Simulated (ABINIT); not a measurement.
CdSe (Cadmoselite):

```
Cd Se
1.0
     4.30000    0.00000    0.00000
    -2.15000    3.72391    0.00000
     0.00000    0.00000    7.02000
Cd Se
2 2
Cartesian
  2.1500 1.2413 3.5100
  0.0000 2.4826 0.0000
  2.1500 1.2413 6.2127
  0.0000 2.4826 2.7027
```

| Quantity | Value |
| --- | --- |
| Program | ABINIT 10.8.3 (patched build) |
| Task | relaxation of cell and atoms |
| Functional | PBE |
| Dispersion | D3 |
| Potentials or basis | JTH PAW PBE v2.0 |
| Cutoff | 599 eV |
| k mesh | 6 × 6 × 3 |
| Occupations | fermi-dirac, width 0.05 eV |
| Spin | no spin polarisation |

At the start: pressure 1.0 GPa; volume 28.10 Å³/atom.

Where does the relaxation end?

Over 12 steps the energy falls by 6.1 meV/atom and the volume is 28.57 Å³/atom (+1.7 %); space group P6_3mc (No. 186, to 0.05 Å).

The path:
```
step  energy change (eV)  largest force (eV/Å)  pressure (GPa)  volume (Å³)
   1              0.0000                0.2799            0.95       112.41
   2             -0.0066                0.2426            0.77       112.74
   3             -0.0225                0.0408           -0.05       114.39
   4             -0.0226                0.0333           -0.06       114.41
   5             -0.0231                0.0042           -0.06       114.42
   6             -0.0237                0.0163           -0.01       114.32
   7             -0.0242                0.0235            0.08       114.10
   8             -0.0243                0.0138            0.13       113.98
   9             -0.0244                0.0038            0.13       113.99
  10             -0.0245                0.0038            0.09       114.09
  11             -0.0245                0.0047            0.03       114.22
  12             -0.0246                0.0017            0.00       114.28
```

Final structure:
```xyz
4
Lattice="4.3225 0.0000 0.0000 -2.1612 3.7434 0.0000 0.0000 0.0000 7.0627" Properties=species:S:1:pos:R:3 pbc="T T T"
Cd    2.1612    1.2478    3.5653
Cd    0.0000    2.4956    0.0340
Se    2.1612    1.2478    6.2165
Se    0.0000    2.4956    2.6852
```
